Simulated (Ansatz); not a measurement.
The system is NaH.

```
Na H
1.0
     0.00000    2.44000    2.44000
     2.44000    0.00000    2.44000
     2.44000    2.44000    0.00000
Na H
1 1
Direct
  0.00000 0.00000 0.00000
  0.50000 0.50000 0.50000
```

Base run:

| Quantity | Value |
| --- | --- |
| Program | Ansatz 0.2.0 |
| Functional | PBEsol |
| Potentials or basis | all-electron LAPW, scalar-relativistic |
| Cutoff | 151 eV (chosen from the basis error) |
| Basis error allowed | 0.001 eV/atom |
| k mesh | 9 × 9 × 9 |
| Occupations | fermi-dirac, width 0.05 eV |
| Spin | no spin polarisation |

Its results: pressure -1.2 GPa.

The run is repeated on the same cell with these changes: functional from PBEsol to LDA. What comes out?

Pressure -2.6 GPa.

LDA binds more tightly than PBEsol, so the same cell stands under less pressure.
